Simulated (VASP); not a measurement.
A run of VASP 6.6.1 is set up as follows.

INCAR

```
SYSTEM = AgCl
ALGO = Normal
EDIFF = 1E-7
EDIFFG = -0.01
ENCUT = 600
GGA = PE
IBRION = 2
ISIF = 2
ISMEAR = 0
IVDW = 12
LASPH = .True.
LCHARG = .False.
LREAL = .False.
LWAVE = .False.
NELM = 80
NSW = 40
PREC = Accurate
SIGMA = 0.03
```

Contents of KPOINTS:

```
k-points
0
Gamma
  8 8 8
  0 0 0
```

POSCAR

```
AgCl                                    
1.0
    0.0000000000      2.6967131390      2.6967131390
    2.6967131390      0.0000000000      2.6967131390
    2.6967131390      2.6967131390      0.0000000000
  Ag              Cl            
     1     1
Direct
     0.0000000000000000    0.0000000000000000    0.0000000000000000
     0.5000000000000000    0.5000000000000000    0.5000000000000000
```

Potentials or basis: VASP PAW PBE potentials, release 64 (Ag, Cl).

The run is started by

```sh
$ cat potpaw_PBE.64/Ag/POTCAR potpaw_PBE.64/Cl/POTCAR > POTCAR
$ mpirun -np 1 vasp_std > vasp.out
```

(1) Predict the band gap on the k mesh.

(2) Estimate the dispersion energy per atom.

Results:

(1) 0.90 eV, indirect (least direct gap 3.48 eV).

(2) -0.361 eV.

Caveat: the relaxation stopped at its first step, so nothing moved.
